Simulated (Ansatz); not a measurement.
We consider cubic perovskite LaAlO₃ (cubic high-temperature phase), described by PBEsol+SOC in Ansatz (plane waves, PAW).

Run with plane-wave cutoff 520 eV, 10×10×10 k mesh, Fermi–Dirac smearing 0.01 eV, PAW data made under PBE.

The cell is scaled about its equilibrium volume:

```json
[
 {"V (Å³/atom)": "10.087", "P (GPa)": "14.66", "direct gap at Γ (eV)": "3.503"},
 {"V (Å³/atom)": "10.302", "P (GPa)": "9.25", "direct gap at Γ (eV)": "3.498"},
 {"V (Å³/atom)": "10.517", "P (GPa)": "4.39", "direct gap at Γ (eV)": "3.491"},
 {"V (Å³/atom)": "10.731", "P (GPa)": "0.01", "direct gap at Γ (eV)": "3.482"},
 {"V (Å³/atom)": "10.946", "P (GPa)": "-3.94", "direct gap at Γ (eV)": "3.472"},
 {"V (Å³/atom)": "11.160", "P (GPa)": "-7.48", "direct gap at Γ (eV)": "3.460"},
 {"V (Å³/atom)": "11.375", "P (GPa)": "-10.68", "direct gap at Γ (eV)": "3.447"}
]
```

The gap at Γ does not follow one straight line over these volumes.

Note: the relaxation could not lower the start's symmetry, so the cell can be a saddle point above a distorted one.

Ansatz is a program for electronic structure.
